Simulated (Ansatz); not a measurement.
# LiH: energy against volume in PBE, exact exchange and the RPA

One table from this session's results is given with a row withheld; the runs are named, their logs left out.

Program: Ansatz 0.2.0. PBE orbitals, norm-conserving pseudopotentials, plane waves. The values are computed, spin-unpolarised, and not measurements.

### The cell

The cell was relaxed beforehand with r2SCAN; volume changes: +0 %, -5 %, +5 %, -10 %, +10 %.

It is cubic, Fm-3m (No. 225); a = 4.006 Å in the conventional setting, 8.04 Å³ an atom. Near Li stand 6 H at 2.00 Å; near H stand 6 Li at 2.00 Å.

The structure in full:

```cif
data_structure
_symmetry_space_group_name_H-M 'Fm-3m'
_symmetry_Int_Tables_number 225
_cell_length_a 4.0060
_cell_length_b 4.0060
_cell_length_c 4.0060
_cell_angle_alpha 90.000
_cell_angle_beta 90.000
_cell_angle_gamma 90.000
_cell_volume 64.29
loop_
_atom_site_label
_atom_site_type_symbol
_atom_site_symmetry_multiplicity
_atom_site_Wyckoff_symbol
_atom_site_fract_x
_atom_site_fract_y
_atom_site_fract_z
_atom_site_occupancy
Li1 Li 4 a 0.00000 0.00000 0.00000 1
H1 H 4 b 0.50000 0.00000 0.00000 1
```

Set-up of the first run:

File input.yaml:

```yaml
crystal:
  lattice:
    - [0.0, 2.0029952214, 2.0029952214]
    - [2.0029952214, 0.0, 2.0029952214]
    - [2.0029952214, 2.0029952214, 0.0]
  atoms:
    - { symbol: Li, position: [0.0, 0.0, 0.0] }
    - { symbol: H, position: [0.5, 0.5, 0.5] }
kpoints:
  mp_grid: { grid: [6, 6, 6] }
hamiltonian:
  xc: pbe
  pseudopotentials: { kind: nc }
scf:
  occupations: { method: fixed }
output:
  rpa_energy:
    ecut_chi_ladder: [317, 355, 394, 437, 480]
    long_wavelength: optical_limit
basis:
  ecutwfc: 1034.032677
```

Among the steps run: The unscaled cell; Volume -5 %; Volume +5 %; Volume -10 %; Volume +10 %.

One table of the session follows, with a row left open; its other results are not shown here.

Energies in meV/atom from the unscaled cell:

| volume (Å³/atom) | PBE | exact exchange | EXX+RPA | RPA correlation |
| --- | --- | --- | --- | --- |
| 7.232 | 10.8 | 28.6 | 7.2 | -21.4 |
| 7.634 | ? | ? | ? | ? |
| 8.036 | 0.0 | 0.0 | 0.0 | 0.0 |
| 8.438 | 2.0 | -5.7 | 3.4 | 9.1 |
| 8.840 | 7.7 | -7.1 | 10.5 | 17.6 |

**Question.** Estimate the row for volume (Å³/atom) = 7.634.

Worked estimate for «PBE». A straight line through the neighbours (7.232, 10.8) and (8.036, 0.0) gives 10.8 + (0.0 − 10.8) × (7.634 − 7.232) / (8.036 − 7.232) = 5.4; a parabola fitted to 3 rows on both sides gives 2.9.

As computed: PBE: 2.6; exact exchange: 11.0; EXX+RPA: 0.6; RPA correlation: -10.4. In «PBE» the line misses by +2.8 and the parabola by +0.3.

To keep in mind: The curve is too rough to resolve B₀ and B₀′ of EXX+RPA; its minimum, near 7.9 Å³/atom, is a rough guide.
